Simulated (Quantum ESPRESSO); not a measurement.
# Ti (Im-3m) in Quantum ESPRESSO: equation of state

Aim: energy against volume of Ti in PBEsol, for its equilibrium volume and stiffness.

Program: Quantum ESPRESSO 7.5. These are calculated values, not measurements. Logs are shortened: lines on timing, memory, paths and dates and some standing lists are left out, and cuts for length are marked.

**1. The crystal as given**

It takes space group Im-3m (No. 229, cubic). Conventional cell: a = 3.282 Å, b = 3.282 Å, c = 3.282 Å, α = 90.00°, β = 90.00°, γ = 90.00°. Around Ti (site symmetry m-3m) lie 8 Ti at 2.84 Å.

This isn't the form of Ti at room conditions, which is hcp.

**2. Single point, PBEsol, 16.62 Å³/atom**

Input file pw.in:

```
&CONTROL
  calculation = 'scf'
  prefix = 'pwscf'
  outdir = './tmp'
  pseudo_dir = './pseudo'
  tprnfor = .true.
  tstress = .true.
  disk_io = 'nowf'
/
&SYSTEM
  ibrav = 0
  nat = 1
  ntyp = 1
  ecutwfc = 45
  ecutrho = 360
  nbnd = 12
  occupations = 'smearing'
  smearing = 'fd'
  degauss = 0.00367493
/
&ELECTRONS
  conv_thr = 2d-10
  electron_maxstep = 120
  mixing_beta = 0.5
/
ATOMIC_SPECIES
Ti    47.8670 ti_pbesol_v1.4.uspp.F.UPF
CELL_PARAMETERS angstrom
  -1.6075008044    1.6075008044    1.6075008044
   1.6075008044   -1.6075008044    1.6075008044
   1.6075008044    1.6075008044   -1.6075008044
ATOMIC_POSITIONS crystal
Ti     0.0000000000    0.0000000000    0.0000000000
K_POINTS automatic
11 11 11 0 0 0
```

Potentials or basis: GBRV 1.5 PBEsol.

Command:

```bash
> OMP_NUM_THREADS=1 mpirun -n 2 pw.x -nk 2 -in pw.in > pw.out
```

pw.out:

```text
This program is part of the open-source Quantum ESPRESSO suite
     for quantum simulation of materials; please cite
         "P. Giannozzi et al., J. Phys.:Condens. Matter 21 395502 (2009);
         "P. Giannozzi et al., J. Phys.:Condens. Matter 29 465901 (2017);
         "P. Giannozzi et al., J. Chem. Phys. 152 154105 (2020);
     in publications or presentations arising from this work. More details at

     Message from routine setup:
     using ibrav=0 with symmetry is DISCOURAGED, use correct ibrav instead

     K-points division:     npool     =       2
     Subspace diagonalization in iterative solution of the eigenvalue problem:
     a serial algorithm will be used

     G-vector sticks info
     --------------------
     sticks:   dense  smooth     PW     G-vecs:    dense   smooth      PW
     Sum         739     375    129                12887     4585     935

     Using Slab Decomposition

     bravais-lattice index     =            0
     lattice parameter (alat)  =       5.2615  a.u.
     unit-cell volume          =     112.1270 (a.u.)^3
     number of atoms/cell      =            1
     number of atomic types    =            1
     number of electrons       =        12.00
     number of Kohn-Sham states=           12
     kinetic-energy cutoff     =      45.0000  Ry
     charge density cutoff     =     360.0000  Ry
     scf convergence threshold =      2.0E-10
     mixing beta               =       0.5000
     number of iterations used =            8  plain     mixing
     Exchange-correlation= SLA  PW   PSX  PSC
                           (   1   4  10   8   0   0   0)

     celldm(1)=   5.261514  celldm(2)=   0.000000  celldm(3)=   0.000000
     celldm(4)=   0.000000  celldm(5)=   0.000000  celldm(6)=   0.000000

     crystal axes: (cart. coord. in units of alat)
               a(1) = (  -0.577350   0.577350   0.577350 )
               a(2) = (   0.577350  -0.577350   0.577350 )
               a(3) = (   0.577350   0.577350  -0.577350 )

     reciprocal axes: (cart. coord. in units 2 pi/alat)
               b(1) = ( -0.000000  0.866025  0.866025 )
               b(2) = (  0.866025 -0.000000  0.866025 )
               b(3) = (  0.866025  0.866025  0.000000 )

     PseudoPot. # 1 for Ti read from file:
     ti_pbesol_v1.4.uspp.F.UPF
     Pseudo is Ultrasoft + core correction, Zval = 12.0
     Generated by new atomic code, or converted to UPF format
     Using radial grid of  851 points,  6 beta functions with:
                l(1) =   0
                l(2) =   0
                l(3) =   1
                l(4) =   1
                l(5) =   2
                l(6) =   2
     Q(r) pseudized with  6 coefficients,  rinner =    1.000   1.000   1.000
                                                       1.000   1.000

     atomic species   valence    mass     pseudopotential
     Ti               12.00    47.86700     Ti( 1.00)

     48 Sym. Ops., with inversion, found

   Cartesian axes

     site n.     atom                  positions (alat units)
         1        Ti     tau(   1) = (   0.0000000   0.0000000   0.0000000  )

     number of k points=    56  Fermi-Dirac smearing, width (Ry)=  0.0037
                       cart. coord. in units 2pi/alat
        k(    1) = (   0.0000000   0.0000000   0.0000000), wk =   0.0015026
        k(    2) = (   0.0787296   0.0787296   0.0000000), wk =   0.0180316
        k(    3) = (   0.1574592   0.1574592   0.0000000), wk =   0.0180316
        k(    4) = (   0.2361887   0.2361887   0.0000000), wk =   0.0180316
        k(    5) = (   0.3149183   0.3149183   0.0000000), wk =   0.0180316
        k(    6) = (   0.3936479   0.3936479   0.0000000), wk =   0.0180316
[... 48 lines left out ...]
        k(   55) = (  -0.7872958  -0.0787296  -0.0787296), wk =   0.0120210
        k(   56) = (  -0.0000000  -0.0000000   0.7872958), wk =   0.0090158

     Dense  grid:    12887 G-vectors     FFT dimensions: (  32,  32,  32)

     Smooth grid:     4585 G-vectors     FFT dimensions: (  24,  24,  24)

     Check: negative core charge=   -0.000017

     Initial potential from superposition of free atoms

     starting charge      11.0000, renormalised to      12.0000

     negative rho (up, down):  7.658E-04 0.000E+00
     Starting wfcs are   10 randomized atomic wfcs +    2 random wfcs

     Self-consistent Calculation

     iteration #  1     ecut=    45.00 Ry     beta= 0.50
     Davidson diagonalization with overlap
     ethr =  1.00E-02,  avg # of iterations =  4.6

     negative rho (up, down):  7.894E-04 0.000E+00

     total energy              =    -118.95825285 Ry
     estimated scf accuracy    <       0.66716387 Ry

     iteration #  2     ecut=    45.00 Ry     beta= 0.50
     Davidson diagonalization with overlap
     ethr =  5.56E-03,  avg # of iterations =  2.1

     negative rho (up, down):  6.611E-04 0.000E+00

     total energy              =    -119.13308977 Ry
     estimated scf accuracy    <       0.02616118 Ry

     iteration #  3     ecut=    45.00 Ry     beta= 0.50
     Davidson diagonalization with overlap
     ethr =  2.18E-04,  avg # of iterations =  2.2

     negative rho (up, down):  5.376E-04 0.000E+00

     total energy              =    -119.13821227 Ry
     estimated scf accuracy    <       0.00028402 Ry

     iteration #  4     ecut=    45.00 Ry     beta= 0.50
     Davidson diagonalization with overlap
     ethr =  2.37E-06,  avg # of iterations =  3.8

     negative rho (up, down):  5.419E-04 0.000E+00

     total energy              =    -119.13824428 Ry
     estimated scf accuracy    <       0.00000382 Ry

     iteration #  5     ecut=    45.00 Ry     beta= 0.50
     Davidson diagonalization with overlap
     ethr =  3.18E-08,  avg # of iterations =  1.9

     negative rho (up, down):  5.397E-04 0.000E+00

     total energy              =    -119.13824458 Ry
     estimated scf accuracy    <       0.00000044 Ry

     iteration #  6     ecut=    45.00 Ry     beta= 0.50
     Davidson diagonalization with overlap
     ethr =  3.64E-09,  avg # of iterations =  1.0

     negative rho (up, down):  5.399E-04 0.000E+00

     total energy              =    -119.13824459 Ry
     estimated scf accuracy    <       0.00000005 Ry

     iteration #  7     ecut=    45.00 Ry     beta= 0.50
     Davidson diagonalization with overlap
     ethr =  3.85E-10,  avg # of iterations =  1.7

     negative rho (up, down):  5.399E-04 0.000E+00

     total energy              =    -119.13824460 Ry
     estimated scf accuracy    <          3.0E-10 Ry

     iteration #  8     ecut=    45.00 Ry     beta= 0.50
     Davidson diagonalization with overlap
     ethr =  2.50E-12,  avg # of iterations =  2.0

     negative rho (up, down):  5.399E-04 0.000E+00

     End of self-consistent calculation

          k = 0.0000 0.0000 0.0000 (   603 PWs)   bands (ev):

   -42.4434 -18.3501 -18.3501 -18.3501   7.6986  14.7574  14.7574  14.7574
    16.6369  16.6369  31.4650  31.4650

          k = 0.0787 0.0787 0.0000 (   579 PWs)   bands (ev):

   -42.4307 -18.4158 -18.3701 -18.3506   7.9915  14.6209  14.7127  14.9763
    16.4856  16.6455  31.0660  31.4243

          k = 0.1575 0.1575 0.0000 (   577 PWs)   bands (ev):

   -42.3965 -18.5894 -18.4234 -18.3518   8.8075  14.2741  14.4778  15.5989
    16.2973  16.6847  29.6823  30.8191

          k = 0.2362 0.2362 0.0000 (   581 PWs)   bands (ev):

   -42.3514 -18.8113 -18.4924 -18.3536   9.9217  13.8561  14.1224  16.3660
    16.5145  16.7734  27.4176  29.5111

          k = 0.3149 0.3149 0.0000 (   575 PWs)   bands (ev):

   -42.3096 -19.0102 -18.5551 -18.3552  10.8302  13.5020  14.2128  16.5493
    16.8972  17.5021  24.9949  28.2534

          k = 0.3936 0.3936 0.0000 (   570 PWs)   bands (ev):

   -42.2847 -19.1263 -18.5921 -18.3562  11.1357  13.3031  14.8580  16.6334
    16.9932  18.1908  23.2900  27.5229

          k = 0.1575 0.0787 0.0787 (   582 PWs)   bands (ev):

   -42.4072 -18.5349 -18.3924 -18.3663   8.5486  14.4322  14.4951  15.4286
    16.2702  16.7104  30.3058  31.0167

          k = 0.2362 0.1575 0.0787 (   579 PWs)   bands (ev):

   -42.3676 -18.7230 -18.4570 -18.3739   9.5389  14.0437  14.1467  16.1657
    16.2515  16.8263  28.6522  29.7705

          k = 0.3149 0.2362 0.0787 (   572 PWs)   bands (ev):

   -42.3241 -18.9198 -18.5346 -18.3772  10.6288  13.6464  13.9106  16.3387
    16.9363  17.2640  26.2247  28.5206

          k = 0.3936 0.3149 0.0787 (   567 PWs)   bands (ev):

   -42.2907 -19.0664 -18.5944 -18.3793  11.2368  13.3866  14.2457  16.5425
    17.0617  18.2076  23.9929  27.5905

          k = 0.4724 0.3936 0.0787 (   570 PWs)   bands (ev):

   -42.2782 -19.1203 -18.6167 -18.3801  11.3425  13.2945  14.6327  16.5861
    17.1655  18.6388  22.9899  27.2441

          k = 0.3149 0.1575 0.1575 (   574 PWs)   bands (ev):

   -42.3295 -18.8713 -18.5240 -18.4038  10.5773  13.6225  13.8561  16.1665
    16.9673  17.2672  27.5029  27.7339

          k = 0.3936 0.2362 0.1575 (   572 PWs)   bands (ev):

   -42.2943 -18.9888 -18.6161 -18.4169  11.5086  13.3120  13.7516  16.3607
    17.0679  18.4283  25.1485  26.6187

          k = 0.4724 0.3149 0.1575 (   566 PWs)   bands (ev):

   -42.2733 -19.0514 -18.6798 -18.4219  11.8275  13.2851  13.9262  16.5419
    17.1648  19.4641  23.2126  25.9765

          k = 0.4724 0.2362 0.2362 (   569 PWs)   bands (ev):

   -42.2715 -18.9933 -18.7353 -18.4388  12.2648  13.0518  13.6307  16.5542
    17.0750  19.8753  24.2327  24.3271

          k = 0.5511 0.3149 0.2362 (   570 PWs)   bands (ev):

   -42.2630 -18.9668 -18.8100 -18.4448  12.4845  13.1721  13.4408  16.7204
    17.0384  21.0551  22.7191  23.9342

          k = 0.1575 0.1575 0.1575 (   576 PWs)   bands (ev):

   -42.3775 -18.6953 -18.3980 -18.3980   9.3188  14.0629  14.0629  16.2351
    16.5356  16.5356  29.5161  29.5161

          k = 0.2362 0.2362 0.1575 (   578 PWs)   bands (ev):

   -42.3384 -18.8619 -18.4799 -18.4053  10.4111  13.6447  13.6867  16.5233
    16.7592  17.2638  27.4813  28.4356

          k = 0.3149 0.3149 0.1575 (   568 PWs)   bands (ev):

   -42.3021 -18.9952 -18.5720 -18.4120  11.3496  13.3343  13.6880  16.6446
    16.9217  18.3588  25.0473  27.4488

          k = 0.3936 0.3936 0.1575 (   571 PWs)   bands (ev):

   -42.2805 -19.0682 -18.6317 -18.4161  11.6354  13.1714  14.2307  16.7402
    17.0138  19.2152  23.2054  26.8695

          k =-0.0000-0.0000 0.1575 (   579 PWs)   bands (ev):

   -42.4183 -18.4386 -18.3904 -18.3904   8.2765  14.7128  14.7128  14.9769
    16.1178  16.8227  30.5729  31.9198

          k = 0.3149 0.2362 0.2362 (   567 PWs)   bands (ev):

   -42.3064 -18.9585 -18.5462 -18.4524  11.4757  13.2742  13.4019  16.6487
    16.9135  18.4532  26.3493  26.5477
[... 98 lines left out ...]
   -42.2746 -18.9564 -18.6399 -18.5220  11.5714  13.3446  14.3969  15.6705
    17.3319  17.8839  25.4235  28.8175

          k = 0.0787-0.0787 0.4724 (   574 PWs)   bands (ev):

   -42.2748 -18.8922 -18.6621 -18.5598  11.5631  13.2642  14.7259  15.5055
    16.9327  17.8957  26.9704  27.1406

          k =-0.0000-0.2362 0.5511 (   570 PWs)   bands (ev):

   -42.2518 -19.0558 -18.6789 -18.5174  11.8554  13.2933  14.2434  15.7499
    18.0681  18.8931  23.2783  27.8941

          k = 0.0787-0.1575 0.5511 (   569 PWs)   bands (ev):

   -42.2458 -18.9846 -18.7379 -18.5601  12.0978  12.8524  14.4910  15.9159
    17.4819  19.1463  24.4040  26.1148

          k =-0.7873-0.2362-0.2362 (   570 PWs)   bands (ev):

   -42.2349 -19.0204 -18.7661 -18.5582  12.1707  12.8677  14.3313  16.0119
    17.8132  20.2807  22.8111  25.6834

          k =-0.7086-0.1575-0.2362 (   573 PWs)   bands (ev):

   -42.2286 -18.9618 -18.8543 -18.5634  12.5001  12.5347  14.1647  16.6316
    17.3289  21.0362  23.4713  23.7812

          k =-0.0000-0.0000 0.4724 (   570 PWs)   bands (ev):

   -42.2753 -18.8064 -18.6502 -18.6502  11.4429  13.3717  15.2587  15.2587
    16.4443  17.7350  28.4842  28.4842

          k =-0.0000-0.0787 0.5511 (   575 PWs)   bands (ev):

   -42.2409 -18.9073 -18.7197 -18.6749  11.9294  12.7380  15.3743  15.6773
    17.2075  18.4977  25.8471  26.9795

          k =-0.0000-0.1575 0.6298 (   565 PWs)   bands (ev):

   -42.2203 -18.9879 -18.7606 -18.6676  12.0809  12.4570  15.3165  15.8168
    17.9537  20.0276  23.3339  25.9682

          k = 0.0787-0.0787 0.6298 (   569 PWs)   bands (ev):

   -42.2149 -18.9394 -18.8090 -18.6944  12.0735  12.2755  15.4146  16.4047
    17.5537  19.8917  24.6765  24.7127

          k =-0.7873-0.1575-0.1575 (   566 PWs)   bands (ev):

   -42.2052 -18.9514 -18.8518 -18.6915  12.0606  12.1519  15.3426  16.7524
    17.7399  21.5185  22.7201  24.1653

          k =-0.0000-0.0000 0.6298 (   566 PWs)   bands (ev):

   -42.2098 -18.8823 -18.7921 -18.7921  11.9101  12.1888  16.3147  16.3147
    17.2960  19.3678  25.3188  25.3188

          k =-0.0000-0.0787 0.7086 (   569 PWs)   bands (ev):

   -42.1912 -18.9250 -18.8347 -18.8026  11.8099  11.8606  16.5933  16.7461
    17.8527  20.9544  23.3418  24.1747

          k =-0.7873-0.0787-0.0787 (   568 PWs)   bands (ev):

   -42.1824 -18.8982 -18.8982 -18.8099  11.6998  11.6998  16.6862  17.6576
    17.6576  22.4829  22.4829  22.9307

          k =-0.0000-0.0000 0.7873 (   578 PWs)   bands (ev):

   -42.1739 -18.8907 -18.8782 -18.8782  11.5404  11.5455  17.6244  17.6244
    17.8365  21.8785  22.8629  22.8629

     the Fermi energy is    13.7120 ev

!    total energy              =    -119.13824460 Ry
     estimated scf accuracy    <          2.6E-11 Ry
     smearing contrib. (-TS)   =      -0.00143386 Ry
     internal energy E=F+TS    =    -119.13681075 Ry

     The total energy is F=E-TS. E is the sum of the following terms:
     one-electron contribution =     -38.60627928 Ry
     hartree contribution      =      23.63166472 Ry
     xc contribution           =     -17.90559407 Ry
     ewald contribution        =     -86.25660211 Ry

     convergence has been achieved in   8 iterations

     negative rho (up, down):  5.399E-04 0.000E+00

     Forces acting on atoms (cartesian axes, Ry/au):

     atom    1 type  1   force =     0.00000000    0.00000000    0.00000000

     Total force =     0.000000     Total SCF correction =     0.000000

     Computing stress (Cartesian axis) and pressure

     negative rho (up, down):  5.399E-04 0.000E+00
          total   stress  (Ry/bohr**3)                   (kbar)     P=       -6.41
  -0.00004358   0.00000000   0.00000000           -6.41        0.00        0.00
   0.00000000  -0.00004358   0.00000000            0.00       -6.41        0.00
   0.00000000   0.00000000  -0.00004358            0.00        0.00       -6.41

=------------------------------------------------------------------------------=
   JOB DONE.
=------------------------------------------------------------------------------=
```

It took 3.1 s on 2 MPI ranks of Arm Neoverse V2, shared host; peak memory 0.12 GiB.

Results:

| Property | Result |
| --- | --- |
| Free energy | -1620.9584 eV |
| Pressure | -0.6 GPa |
| Band gap on the k mesh | none (metal or under the smearing width) |

**3. Single point, PBEsol, 16.97 Å³/atom**

pw.in, as its differences from that of step 2:

```diff
@@ -28,5 +28,5 @@
 CELL_PARAMETERS angstrom
-  -1.6075008044    1.6075008044    1.6075008044
-   1.6075008044   -1.6075008044    1.6075008044
-   1.6075008044    1.6075008044   -1.6075008044
+  -1.6188216056    1.6188216056    1.6188216056
+   1.6188216056   -1.6188216056    1.6188216056
+   1.6188216056    1.6188216056   -1.6188216056
 ATOMIC_POSITIONS crystal
```

Potentials or basis: GBRV 1.5 PBEsol.

Command:

```bash
> OMP_NUM_THREADS=1 mpirun -n 2 pw.x -nk 2 -in pw.in > pw.out
```

It took 3.3 s on 2 MPI ranks of Arm Neoverse V2, shared host; peak memory 0.14 GiB.

Results (log left out):

| Quantity | Value |
| --- | --- |
| Free energy | -1620.9545 eV |
| Pressure | -2.9 GPa |
| Band gap on the k mesh | none (metal or under the smearing width) |

(Part 1 of 2 ends here.)
